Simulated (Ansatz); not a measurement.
## Work and stress of cleavage in BN

Method: DFT PBE, scalar-relativistic, plane waves, PAW (Ansatz). Settings: plane waves to 420 eV, k-mesh 10×10×2 (Γ-centred), Gaussian smearing 0.05 eV. No spin polarisation. Energies are free energies at this smearing, counted from the undisturbed cell; pressure is positive in compression.

The starting cell (relaxed at this level):

```yaml
crystal:
  lattice:
    - [1.81235, -1.81235, 0.00000]
    - [1.81235, 0.00000, -1.81235]
    - [7.24939, 7.24939, 7.24939]
  atoms:
    - { symbol: B, position: [0.00000, 0.00000, 0.39580] }
    - { symbol: B, position: [0.33333, 0.33333, 0.22913] }
    - { symbol: B, position: [0.66667, 0.66667, 0.56247] }
    - { symbol: B, position: [0.00000, 0.00000, 0.89580] }
    - { symbol: B, position: [0.33333, 0.33333, 0.72913] }
    - { symbol: B, position: [0.66667, 0.66667, 0.06247] }
    - { symbol: N, position: [0.66667, 0.66667, 0.43747] }
    - { symbol: N, position: [0.00000, 0.00000, 0.27080] }
    - { symbol: N, position: [0.33333, 0.33333, 0.60413] }
    - { symbol: N, position: [0.66667, 0.66667, 0.93747] }
    - { symbol: N, position: [0.00000, 0.00000, 0.77080] }
    - { symbol: N, position: [0.33333, 0.33333, 0.10413] }
```

The cut lies on the cell's a–b face, a (1 -1 1) plane (indices in the standard cell, whose axes needn't be the Cartesian ones shown) of area 5.69 Å², between layers 1.57 Å apart. Vector c is lengthened by d along the normal with the atoms' Cartesian places fixed: one unrelaxed cut a cell. The traction is positive where the two halves pull on each other.

| d (Å) | energy (J/m²) | traction (GPa) |
| --- | --- | --- |
| -0.30 | 4.60 | -401.5 |
| -0.15 | 0.86 | -130.2 |
| 0.00 | 0.00 | 0.0 |
| 0.25 | 1.21 | 79.2 |
| 0.50 | 3.44 | 92.6 |
| 0.75 | 5.68 | 85.0 |
| 1.00 | 7.64 | 71.8 |
| 1.50 | 10.54 | 44.8 |
| 2.00 | 12.22 | 24.3 |
| 3.00 | 13.52 | 5.5 |
| 4.50 | 13.78 | 0.4 |
| 6.00 | 13.82 | 0.1 |

**Question.** What are the work of separation and the cleavage stress, and do they fit the universal binding curve?

**Answer.** The energy levels off near W ≈ 13.82 J/m² (the traction is down to 0.1 GPa), the energy of the two unrelaxed faces, 6.91 J/m² each on average. The largest sampled traction is 92.6 GPa at d = 0.50 Å, and a parabola through it and its two neighbours peaks at σ_max ≈ 92.8 GPa, d ≈ 0.53 Å. The curve E = W[1 − (1 + d/ℓ)exp(−d/ℓ)] peaks in traction at d = ℓ with σ_max = W/(eℓ); with 1 J/m² per Å = 10 GPa this W and σ_max give ℓ = 0.55 Å. A parabola through that curve at the same three d peaks at 0.58 Å, against 0.53 Å here, a fair fit. The cut parts unlike faces (N and B); in an ionic crystal that makes them polar, and the energy then depends on the thickness of the slab. The opened faces are metallic here, and spin polarisation, left out, could lower W. Real crystals break at far lower stress, because cracks concentrate it, and on the plane of lowest W, which needn't be this one.

The cut is rigid; relaxing the faces lowers these energies and usually the stresses.

The gap closes along the scan, which can put kinks into the curve.

Cost: 12 runs of about 1.6 core-minutes in all, on Intel Xeon Platinum 8488C (Sapphire Rapids) (shared hosts).